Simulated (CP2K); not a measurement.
# W (Im-3m) in CP2K: further runs, part 2 of 2

CP2K 2026.2. Earlier steps stand in the parts before.

## Step 3: Atomic charges, HLE16

File w_charges.inp:

```
&GLOBAL
  PROJECT w_charges
  RUN_TYPE ENERGY_FORCE
  PRINT_LEVEL LOW
&END GLOBAL
&FORCE_EVAL
  METHOD QS
  STRESS_TENSOR ANALYTICAL
  &DFT
    BASIS_SET_FILE_NAME BASIS_MOLOPT_UZH
    POTENTIAL_FILE_NAME POTENTIAL_UZH
    &MGRID
      CUTOFF 675
      REL_CUTOFF 60
      NGRIDS 4
    &END MGRID
    &QS
      METHOD GPW
      EPS_DEFAULT 1.0E-9
    &END QS
    &KPOINTS
      SCHEME MONKHORST-PACK 12 12 12
      GAMMA_CENTERED T
      SYMMETRY T
      SYMMETRY_BACKEND SPGLIB
    &END KPOINTS
    &SCF
      SCF_GUESS ATOMIC
      EPS_SCF 1.0E-6
      MAX_SCF 100
      ADDED_MOS 11
      CHOLESKY OFF
      EPS_EIGVAL 1.0E-7
      &DIAGONALIZATION ON
        ALGORITHM STANDARD
      &END DIAGONALIZATION
      &MIXING ON
        METHOD BROYDEN_MIXING
        ALPHA 0.4
        BETA 1.5
        NBUFFER 8
      &END MIXING
      &SMEAR ON
        METHOD FERMI_DIRAC
        ELECTRONIC_TEMPERATURE 580.23
      &END SMEAR
    &END SCF
    &XC
      &XC_FUNCTIONAL
        &GGA_XC_HLE16
        &END GGA_XC_HLE16
      &END XC_FUNCTIONAL
    &END XC
    &PRINT
      &KPOINTS ON
      &END KPOINTS
      &MULLIKEN ON
      &END MULLIKEN
      &MO ON
        ENERGIES T
        OCCUPATION_NUMBERS T
        &EACH
          QS_SCF 0
        &END EACH
        ADD_LAST NUMERIC
      &END MO
      &LOWDIN ON
      &END LOWDIN
      &HIRSHFELD ON
        SHAPE_FUNCTION GAUSSIAN
      &END HIRSHFELD
      &VORONOI ON
        VORONOI_RADII COVALENT
      &END VORONOI
    &END PRINT
  &END DFT
  &SUBSYS
    &CELL
      ABC 2.7407019351 2.7407019351 2.7407019351
      ALPHA_BETA_GAMMA 109.4712206334 109.4712206344 109.4712206344
      PERIODIC XYZ
    &END CELL
    &COORD
      SCALED
      W   0.0000000000 0.0000000000 0.0000000000
    &END COORD
    &KIND W
      BASIS_SET TZVP-MOLOPT-PBE-GTH-q14
      POTENTIAL GTH-PBE-q14
    &END KIND
    &PRINT
      &ATOMIC_COORDINATES ON
      &END ATOMIC_COORDINATES
      &CELL ON
      &END CELL
    &END PRINT
  &END SUBSYS
  &PRINT
    &FORCES ON
    &END FORCES
    &STRESS_TENSOR ON
    &END STRESS_TENSOR
  &END PRINT
&END FORCE_EVAL
```

Potentials or basis: POTENTIAL_UZH W GTH-PBE-q14; TZVP-MOLOPT-PBE-GTH basis.

Command:

```bash
OMP_NUM_THREADS=1 cp2k.psmp -i w_charges.inp -o w_charges.out
```

w_charges.out:

```text

 CP2K| version string:                                       CP2K version 2026.2
 CP2K| Input file name                                             w_charges.inp

 GLOBAL| Force Environment number                                              1
 GLOBAL| Basis set file name                                    BASIS_MOLOPT_UZH
 GLOBAL| Potential file name                                       POTENTIAL_UZH
 GLOBAL| MM Potential file name                                     MM_POTENTIAL
 GLOBAL| Coordinate file name                                      __STD_INPUT__
 GLOBAL| Method name                                                        CP2K
 GLOBAL| Project name                                                  w_charges
 GLOBAL| Run type                                                   ENERGY_FORCE
 GLOBAL| FFT library                                                       FFTW3
[... 6 lines left out ...]
 GLOBAL| Total number of message passing processes                             1
 GLOBAL| Number of threads for this process                                    1
 GLOBAL| CPU model name           Intel(R) Xeon(R) Platinum 8259CL CPU @ 2.50GHz

 CELL| Volume [angstrom^3]:                                            15.847601
 CELL| Vector a [angstrom]:       2.741     0.000     0.000   |a| =     2.740702
 CELL| Vector b [angstrom]:      -0.914     2.584     0.000   |b| =     2.740702
 CELL| Vector c [angstrom]:      -0.914    -1.292     2.238   |c| =     2.740702
 CELL| Angle (b,c), alpha [degree]:                                   109.471221
 CELL| Angle (a,c), beta  [degree]:                                   109.471221
 CELL| Angle (a,b), gamma [degree]:                                   109.471221
 CELL| Numerically orthorhombic:                                              NO
 CELL| Periodicity                                                           XYZ

 CELL_REF| Volume [angstrom^3]:                                        15.847601
 CELL_REF| Vector a [angstrom     2.741     0.000     0.000   |a| =     2.740702
 CELL_REF| Vector b [angstrom    -0.914     2.584     0.000   |b| =     2.740702
 CELL_REF| Vector c [angstrom    -0.914    -1.292     2.238   |c| =     2.740702
 CELL_REF| Angle (b,c), alpha [degree]:                               109.471221
 CELL_REF| Angle (a,c), beta  [degree]:                               109.471221
 CELL_REF| Angle (a,b), gamma [degree]:                               109.471221
 CELL_REF| Numerically orthorhombic:                                          NO
 CELL_REF| Periodicity                                                       XYZ
[... 9 lines left out ...]
 TOTAL NUMBERS AND MAXIMUM NUMBERS

  Total number of            - Atomic kinds:                                   1
                             - Atoms:                                          1
                             - Shell sets:                                     1
                             - Shells:                                        11
                             - Primitive Cartesian functions:                  6
                             - Cartesian basis functions:                     41
                             - Spherical basis functions:                     35

  Maximum angular momentum of- Orbital basis functions:                        3
                             - Local part of the GTH pseudopotential:          2
                             - Non-local part of the GTH pseudopotential:      4

 MODULE QUICKSTEP: ATOMIC COORDINATES IN ANGSTROM

   Atom Kind Element         X             Y             Z       Z(eff)     Mass
      1    1 W    74      0.000000      0.000000      0.000000  14.0000 183.8400

 SCF PARAMETERS         Density guess:                                    ATOMIC
[... 9 lines left out ...]
                        --------------------------------------------------------
                        level_shift [a.u.]:                             0.000000
                        added MOs                                        11    0
                        --------------------------------------------------------
                        Mixing method:                            BROYDEN_MIXING
[... 11 lines left out ...]
 *******************************************************************************
[... 61 lines left out ...]

 SCF WAVEFUNCTION OPTIMIZATION

  Step     Update method      Time    Convergence         Total energy    Change
  ------------------------------------------------------------------------------
     1 NoMix/Diag. 0.40E+00   14.4     2.39383834       -70.3878513517 -7.04E+01
     2 Broy./Diag. 0.40E+00   11.1     0.01451606       -69.7870017695  6.01E-01
     3 Broy./Diag. 0.40E+00   10.8     0.03241401       -69.8838791687 -9.69E-02
     4 Broy./Diag. 0.40E+00   11.1     0.00562778       -69.8997593443 -1.59E-02
     5 Broy./Diag. 0.40E+00   11.2     0.00171958       -69.8738413055  2.59E-02
     6 Broy./Diag. 0.40E+00   11.3     0.00044210       -69.8682192875  5.62E-03
     7 Broy./Diag. 0.40E+00   11.0     0.00002800       -69.8681936818  2.56E-05
     8 Broy./Diag. 0.40E+00   10.9     0.00005644       -69.8683576067 -1.64E-04
     9 Broy./Diag. 0.40E+00   10.9     0.00000467       -69.8683860008 -2.84E-05
    10 Broy./Diag. 0.40E+00   11.4     0.00000685       -69.8683819890  4.01E-06
    11 Broy./Diag. 0.40E+00   10.8     0.00000023       -69.8683807466  1.24E-06

  *** SCF run converged in    11 steps ***

  Electronic density on regular grids:        -14.0000000002       -0.0000000002
  Core density on regular grids:               13.9999999868       -0.0000000132
  Total charge density on r-space grids:       -0.0000000134
  Total charge density g-space grids:          -0.0000000134

  Overlap energy of the core charge distribution:               0.00000000184766
  Self energy of the core charge distribution:               -102.32782440337752
  Core Hamiltonian energy:                                     22.66928092512607
  Hartree energy:                                              19.30227620763726
  Exchange-correlation energy:                                 -9.51195312827660
  Electronic entropic energy:                                  -0.00016034957293
  Fermi energy:                                                 0.46364970956180

  Total energy:                                               -69.86838074664583
  Total energy (extrapolated to T->0):                        -69.86830057185936

 MO| EIGENVALUES AND OCCUPATION NUMBERS FOR K POINT 1
 MO|
 MO|  Index      Eigenvalue [a.u.]        Eigenvalue [eV]             Occupation
 MO|      1              -2.294842             -62.445833               2.000000
 MO|      2              -0.998485             -27.170164               2.000000
 MO|      3              -0.998485             -27.170164               2.000000
 MO|      4              -0.984678             -26.794460               2.000000
 MO|      5               0.301360               8.200431               2.000000
 MO|      6               0.301360               8.200431               2.000000
[... 326 lines left out ...]
 MO|     17               1.608665              43.774001               0.000000
 MO|     18               1.773191              48.250984               0.000000
 MO| Sum:                                                              14.000000
 MO| E(Fermi):            0.463650 a.u.         12.616550 eV
 MO| Band gap:            0.186593 a.u.          5.077457 eV

 [... the levels of further k-points ...]

 !-----------------------------------------------------------------------------!
                     Mulliken Population Analysis

 #  Atom  Element  Kind  Atomic population                           Net charge
       1     W        1         14.000000                             -0.000000
 # Total charge                             14.000000                 -0.000000

 !-----------------------------------------------------------------------------!

 !-----------------------------------------------------------------------------!
                           Hirshfeld Charges

  #Atom  Element  Kind  Ref Charge     Population                    Net charge
      1       W      1      14.000         14.000                        -0.000

  Total Charge                                                           -0.000
 !-----------------------------------------------------------------------------!

 VORONOI| Collecting electron density from MPI ranks and sending to library...
 VORONOI| Voronoi integration finished.

 LOWDIN POPULATION ANALYSIS

 #  Atom  Element  Kind  Atomic population                           Net charge
       1     W        1         14.000000                             -0.000000
 # Total charge                             14.000000                 -0.000000

 ENERGY| Total FORCE_EVAL ( QS ) energy [hartree]            -69.868380221006703

 FORCES| Atomic forces [hartree/bohr]
 FORCES|   Atom     x               y               z               |f|
 FORCES|      1  6.45002451E-15 -4.26329895E-14 -4.71580230E-15   4.33752625E-14
 FORCES| Sum     6.45002451E-15 -4.26329895E-14 -4.71580230E-15
 FORCES| Total atomic force                                       4.33752625E-14

 STRESS| Analytical stress tensor [bar]
 STRESS|                        x                   y                   z
 STRESS|      x       -5.71961301438E+05   1.13241949335E+00  -6.59812013859E-02
 STRESS|      y        1.13241949335E+00  -5.71955688373E+05  -8.72032546833E-02
 STRESS|      z       -6.59812013859E-02  -8.72032546833E-02  -5.71960979249E+05
 STRESS| 1/3 Trace                                            -5.71959323020E+05
 STRESS| Determinant                                          -1.87109324262E+17

 STRESS| Eigenvectors and eigenvalues of the analytical stress tensor [bar]
 STRESS|                        1                   2                   3
 STRESS| Eigenvalues  -5.71961525546E+05  -5.71960976741E+05  -5.71955466773E+05
 STRESS|      x           0.978128468504     -0.083070965177      0.190693245416
 STRESS|      y          -0.188442722782      0.034211268232      0.981488119824
 STRESS|      z           0.088057023192      0.995956225881     -0.017808896539
```

Run time: 2.5 min. Hardware: 1 thread of Intel Xeon Platinum 8259CL at 2.50GHz (Skylake/Cascade Lake), shared host; peak memory 0.35 GiB.

Results:

* Free energy: -1901.2153 eV
* Pressure: -57.2 GPa
* Band gap on the k mesh: none (metal or under the smearing width)

Caveat: the potentials were made for a functional far from this one; the cell as given lies far from equilibrium; the potentials were made for another functional, which shifts forces and pressure; the basis of atomic orbitals isn't converged, which shifts pressures, moduli and gaps. The run has no spin-orbit coupling, so splittings on W are missing.

## Step 4: Atomic charges, r2SCAN

w_charges.inp, as its differences from that of step 3:

```diff
@@ -49,4 +49,6 @@
       &XC_FUNCTIONAL
-        &GGA_XC_HLE16
-        &END GGA_XC_HLE16
+        &MGGA_X_R2SCAN
+        &END MGGA_X_R2SCAN
+        &MGGA_C_R2SCAN
+        &END MGGA_C_R2SCAN
       &END XC_FUNCTIONAL
```

Command:

```bash
OMP_NUM_THREADS=1 cp2k.psmp -i w_charges.inp -o w_charges.out
```

Run time: 5.2 min. Hardware: 1 thread of Intel Xeon Platinum 8259CL at 2.50GHz (Skylake/Cascade Lake), shared host; peak memory 0.35 GiB.

It converged, with:

- Free energy: -1854.6330 eV
- Pressure: 1.2 GPa
- Band gap on the k mesh: none (metal or under the smearing width)

Levels at points of the mesh, in eV from the Fermi level:
```tsv
k point	band 3	band 4	band 5	band 6	band 7	band 8	band 9	band 10	band 11	band 12
(0.00, 0.00, 0.00)	-39.02	-39.02	-10.08	-1.12	-1.12	-1.12	2.78	2.78	16.32	16.32
(0.00, 0.00, 0.50)	-39.47	-39.03	-6.48	-3.62	0.58	2.62	3.70	6.61	11.91	12.27
(0.50, 0.50, 0.50)	-40.00	-40.00	-5.93	-5.93	5.61	5.61	5.61	8.53	8.53	8.53
```

Caveat: the potentials were made for another functional, which shifts forces and pressure; the basis of atomic orbitals isn't converged, which shifts pressures, moduli and gaps. The run has no spin-orbit coupling, so splittings on W are missing.

## Step 5: The runs side by side

```tsv
level	cutoff of the non-local correlation (Ry)	gap on the mesh (eV)	pressure (GPa)
optB88-vdW	300	none	4.6
HLE16	-	none	-57.2
r2SCAN	-	none	1.2
```

Alike in all rows: task atomic charges; potentials or basis POTENTIAL_UZH W GTH-PBE-q14; TZVP-MOLOPT-PBE-GTH basis; no spin polarisation; cell as given; k mesh 12 × 12 × 12; smearing fermi-dirac 0.05 eV.

Caveats: the potentials were made for another functional, which shifts forces and pressure; the basis of atomic orbitals isn't converged, which shifts pressures, moduli and gaps; the potentials were made for a functional far from this one (some runs); the cell as given lies far from equilibrium (some runs).

Absolute energies hang on the potentials; compare differences alone.
